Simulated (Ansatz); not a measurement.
An input for Ansatz 0.2.0 (TePb):

run.py

```python
import json

import ase.io
import numpy as np

import ansatz as az

atoms = ase.io.read("TePb.cif")
atoms.info.pop("occupancy", None)

calculation = (
    az.Crystal.from_ase(atoms)
    .calculation()
    .kpoints(7, 7, 7)
    .functional("revpbe")
    .pseudopotentials(kind="paw")
    .forces()
    .stress()
    .band_table(publish=True)
)
outcome = calculation.run(threads=2, events_out="events.jsonl")

report = outcome.report
for line in open("events.jsonl"):
    event = json.loads(line)
    if event["event"] == "scf_iter":
        d = event["data"]
        print(f"SCF {d['iter']:3d}  HF = {d['harris_foulkes_ev']:.6f} eV  dr2 = {d['dr2_ev']:.2e} eV")
    elif event["event"] in ("relax_step", "md_step"):
        d = event["data"]
        print(f"{event['event']} {d['step']:3d}  E = {d['lagrangian_ev']:.6f} eV")
np.set_printoptions(precision=5, suppress=True, linewidth=110)
print("converged:", report["converged"], "after", report["n_iterations"], "iterations")
print(f"free energy {report['free_energy_ev']:.6f} eV, Fermi level {report['fermi_energy_ev']:.4f} eV")
for key in ("band_edges_ev", "magnetization_mub", "site_moments_mub", "site_moments_nc_mub", "forces_ev_ang",
                "stress_gpa"):
    if report.get(key) is not None:
        print(key, np.array(report[key]), sep="\n")
```

Contents of TePb.cif:

```cif
data_TePb
_cell_length_a 4.56932402
_cell_length_b 4.56932402
_cell_length_c 4.56932402
_cell_angle_alpha 60.00000000
_cell_angle_beta 60.00000000
_cell_angle_gamma 60.00000000
_space_group_name_H-M_alt 'P1'
_space_group_name_Hall 'P 1'
_space_group_IT_number 1
loop_
_space_group_symop_operation_xyz
'x,y,z'
loop_
_atom_site_label
_atom_site_type_symbol
_atom_site_symmetry_multiplicity
_atom_site_Wyckoff_symbol
_atom_site_fract_x
_atom_site_fract_y
_atom_site_fract_z
_atom_site_occupancy
Pb1 Pb 1 a 0.0000000000 0.0000000000 0.0000000000 1
Te1 Te 1 a 0.5000000000 0.5000000000 0.5000000000 1
```

Potentials or basis: Ansatz PAW.

The run is started by

```console
$ python run.py
```

Question: What does the program do with it?

Answer: The run stopped without a result. It printed:

Output:

```text
Traceback (most recent call last):
  File "run.py", line 21, in <module>
  [frames inside libraries left out]
ansatz.RefusalError: YAML parse error: `scf.occupations.method` is required: fixed only where the cell keeps a band gap throughout the run, explicit beside scf.occupations.values (under evaluate: without them), else a smearing such as fermi_dirac (scf.occupations.width is optional; its entry in the input reference gives the default)
```
